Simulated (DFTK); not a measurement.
**W under changes of volume**

One of the cells (15.848 Å³/atom); the others are scaled copies at fixed shape and fractional positions:

```
CELL_PARAMETERS angstrom
-1.58234 1.58234 1.58234
1.58234 -1.58234 1.58234
1.58234 1.58234 -1.58234
ATOMIC_POSITIONS crystal
W 0.00000 0.00000 0.00000
```

```yaml
Program: DFTK 0.8.2
Functional: PBEsol
Potentials_or_basis: dojo.nc.sr.pbesol.v0_4_1.standard.upf (PBEsol)
Cutoff: 1007 eV
k_mesh: 12 × 12 × 12
Occupations: fermi-dirac, width 0.05 eV
Spin: no spin polarisation
```

```tsv
volume (Å³/atom)	energy over the lowest point (meV/atom)	pressure (GPa)
14.897	?	?
15.214	15.25	10.7
15.531	0.97	3.6
15.848	0.00	-2.8
16.165	11.10	-8.6
16.482	33.20	-13.9
16.798	65.30	-18.8
```

Task: What does the run at 14.897 Å³/atom give?

Result: Energy over the lowest point 44.19 meV/atom; pressure 18.5 GPa.

Worked out: A Birch-Murnaghan fit of order 3 (a polynomial in V^(-2/3)) to the other rows has its minimum at 15.71 Å³/atom with B0 = V·E''(V) = 315 GPa and B' = 3.6. It gives 44.06 meV/atom at 14.897 Å³/atom, against the run's 44.19, and -dE/dV = 18.5 GPa, against 18.5.

Energies are extrapolated to zero smearing.
